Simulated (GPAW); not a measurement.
BN:

```
N B
1.0
     0.00000    1.81300    1.81300
     1.81300    0.00000    1.81300
     1.81300    1.81300    0.00000
N B
1 1
Direct
  0.25000 0.25000 0.25000
  0.00000 0.00000 0.00000
```

The cell is a database's computed one.

Base run:

| Property | Result |
| --- | --- |
| Program | GPAW 26.7.0 |
| Functional | LDA |
| Potentials or basis | the program's PAW data sets (release 1.2.1) made for this functional |
| Cutoff | 600 eV |
| Basis | pw |
| k mesh | 10 × 10 × 10 |
| Occupations | fermi-dirac, width 0.001 eV |
| Spin | no spin polarisation |

Its results: band gap on the k mesh 4.33 eV, indirect (least direct gap 8.65 eV); electronic dielectric tensor (diagonal) 4.57.

Problem. The run is repeated on the same cell with these changes: functional from LDA to RPBE. What comes out?

Solution. Band gap on the k mesh 4.48 eV, indirect (least direct gap 8.84 eV); electronic dielectric tensor (diagonal) 4.50.

Caveats: the long-wavelength limit can be off by a per cent or two.

A k mesh can miss the band edges.

Not every run made on this cell is shown here.
